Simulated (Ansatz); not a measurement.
# W2C under changes of volume

One of the cells (12.729 Å³/atom); the others are scaled copies at fixed shape and fractional positions:

```
W C
1.0
     3.07005    0.00000    0.00000
    -1.53502    2.65874    0.00000
     0.00000    0.00000    4.67843
W C
2 1
Direct
  0.66667 0.33333 0.25367
  0.33333 0.66667 0.74633
  0.00000 0.00000 0.00000
```

The cell comes from a database or a generator and needn't be the stable form of this composition.

```yaml
Program: Ansatz 0.2.0
Functional: PBEsol
Potentials_or_basis: all-electron LAPW, scalar-relativistic
Cutoff: 329 eV (chosen from the basis error)
Basis_error_allowed: 0.002 eV/atom
k_mesh: 10 × 10 × 6
Occupations: fermi-dirac, width 0.05 eV
Spin: no spin polarisation
```

```tsv
volume (Å³/atom)	energy over the lowest point (meV/atom)	pressure (GPa)	largest force (eV/Å)
11.965	12.99	12.2	0.410
12.220	0.28	4.0	0.200
12.475	0.00	-3.4	0.008
12.729	10.80	-10.0	0.170
12.984	31.56	-15.9	0.335
13.238	61.23	-21.2	0.486
13.493	?	?	?
```

Problem. What does the run at 13.493 Å³/atom give?

Solution. Energy over the lowest point 98.89 meV/atom; pressure -26.0 GPa; largest force 0.627 eV/Å.

Worked out: A Birch-Murnaghan fit of order 3 (a polynomial in V^(-2/3)) to the other rows has its minimum at 12.35 Å³/atom with B0 = V·E''(V) = 357 GPa and B' = 4.2 at fixed shape and positions, which overstates the stiffness. It gives 99.03 meV/atom at 13.493 Å³/atom, against the run's 98.89, and -dE/dV = -26.1 GPa, against -26.0.

Energies are extrapolated to zero smearing.
